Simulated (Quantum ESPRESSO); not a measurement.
Runs of Quantum ESPRESSO 7.5 on BP. It takes space group F-43m (No. 216, cubic). Conventional cell: a = 4.538 Å, b = 4.538 Å, c = 4.538 Å, α = 90.00°, β = 90.00°, γ = 90.00°. P (site symmetry -43m) is surrounded by 4 B at 1.97 Å. B (site symmetry -43m) has 4 P at 1.97 Å as nearest neighbours. 

| task | level | potentials or basis | form of the LDA correlation | gap on the mesh (eV) | pressure (GPa) | V0 of scaled cells (Å³/atom) | B0 (GPa) |
| --- | --- | --- | --- | --- | --- | --- | --- |
| band structure | LDA | PseudoDojo 0.4.1 SR LDA standard | PW92 | 1.20 | -5.6 | - | - |
| band structure | PBE | PseudoDojo 0.4.1 SR PBE standard | - | (a) | (c) | - | - |
| equation of state | rev-vdW-DF2 | PseudoDojo 0.4.1 SR PBE standard | - | - | - | 11.75 | 162 |
| equation of state | PBE+D3(BJ) | PseudoDojo 0.4.1 SR PBE standard | - | - | - | 11.48 | (b) |
| equation of state | LDA | PseudoDojo 0.4.1 SR LDA standard | PW92 | - | - | 11.29 | 175 |

Alike in all rows: no spin polarisation; cell as given; k mesh 10 × 10 × 10; cutoff (eV) 1034; smearing fermi-dirac 0.05 eV.

Q: Fill in the values left out.

A: (a) 1.25; (b) 169; (c) 1.0.

Caveats: the potentials were made for another functional, which shifts forces and pressure (some runs).

